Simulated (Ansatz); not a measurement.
A run of Ansatz 0.2.0 is set up as follows.

input.yaml

```yaml
crystal:
  lattice:
    - [4.8126997814, 0.0, 0.0]
    - [0.0, 4.87188446, 0.0]
    - [-0.8628854487, 0.0, 4.9665942755]
  atoms:
    - { symbol: Ti, position: [0.27743526, 0.05280836, 0.21314827] }
    - { symbol: Ti, position: [0.72256474, 0.55280836, 0.28685173] }
    - { symbol: Ti, position: [0.72256474, 0.94719164, 0.78685173] }
    - { symbol: Ti, position: [0.27743526, 0.44719164, 0.71314827] }
    - { symbol: O, position: [0.06383822, 0.17696552, 0.85155674] }
    - { symbol: O, position: [0.93616178, 0.67696552, 0.64844326] }
    - { symbol: O, position: [0.93616178, 0.82303448, 0.14844326] }
    - { symbol: O, position: [0.06383822, 0.32303448, 0.35155674] }
    - { symbol: O, position: [0.44536099, 0.75763174, 0.46677186] }
    - { symbol: O, position: [0.55463901, 0.25763174, 0.03322814] }
    - { symbol: O, position: [0.55463901, 0.24236826, 0.53322814] }
    - { symbol: O, position: [0.44536099, 0.74236826, 0.96677186] }
hamiltonian:
  xc: pbesol
  pseudopotentials: { kind: paw }
kpoints:
  mp_grid: { grid: [6, 6, 6] }
  band_path:
    path:
      - [[0.0, 0.0, 0.0], [0.0, 0.0, 0.5], [-0.4309152065, 0.0, 0.5772602652], [-0.5, 0.0, 0.5], [-0.5, 0.5, 0.5], [-0.5690847935, 0.5, 0.4227397348], [-0.5, 0.5, 0.0], [-0.5, 0.0, 0.0], [-0.5690847935, 0.0, 0.4227397348]]
      - [[-0.4309152065, 0.5, 0.5772602652], [0.0, 0.5, 0.5], [0.0, 0.5, 0.0]]
      - [[0.0, 0.0, 0.5], [0.0, 0.5, 0.5]]
    npoints: 10
scf:
  occupations: { method: fermi_dirac, width: 0.05 }
  n_extra_bands: 30
output:
  forces: true
  stress: true
  eigenvalues: true
  fatbands: false
  write_density: true
  write_potential: true
  elf: true
  volumetric_format: npy
```

Potentials or basis: Ansatz PAW.

Command:

```sh
$ ansatz run input.yaml --threads 4 --pin off --max-ram 11264MiB --backend cpu --events-out ev --progress --plain --runs-dir out
```

(1) What does it give for the largest force?

(2) What does it give for the band gap on the k mesh?

(3) What does it give for the pressure?

Answers

(1) 0.147 eV/Å.

(2) 2.26 eV, indirect (least direct gap 2.33 eV).

(3) -3.8 GPa.

Caveat: the pressure holds a Pulay correction of +0.9 GPa for the finite cutoff; the PAW data sets come from PBE, with cores solved anew for the run's functional, which leaves a small shift of forces and pressure.
